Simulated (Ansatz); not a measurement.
Crystal: NaI, rock salt type, 2 atoms in the cell.

Level of theory: HSE06, plane waves, PAW datasets (earlier set, tuned by hand) (Ansatz).

Cutoff 700 eV; exchange singularity: regularized; k-mesh 4×4×4 Γ-centred; Fermi–Dirac smearing of 0.05 eV; no spin polarisation; no spin–orbit coupling.

The fit to the energies gives V₀ = 34.262 Å³/atom (a₀ = 6.496 Å), B₀ = 15.8 GPa, B₀′ = 4.73.

What pressure does the program print at V = 33.065 Å³/atom, and how far above the lowest computed point (V = 34.110 Å³/atom) does the energy lie?

0.61 GPa and 2.18 meV/atom. All points:

| V (Å³/atom) | a (Å) | E − E(min) (meV/atom) | P (GPa) |
| --- | --- | --- | --- |
| 32.021 | 6.3510 | 8.19 | 1.25 |
| 33.065 | 6.4193 | 2.18 | 0.61 |
| 34.110 | 6.4862 | 0.00 | 0.07 |
| 35.154 | 6.5517 | 1.06 | -0.38 |
| 36.198 | 6.6159 | 4.82 | -0.76 |

The stress includes the program's correction for the finite plane-wave basis.

The k-mesh is coarse, so these values belong to this mesh and can lie far from the converged ones.
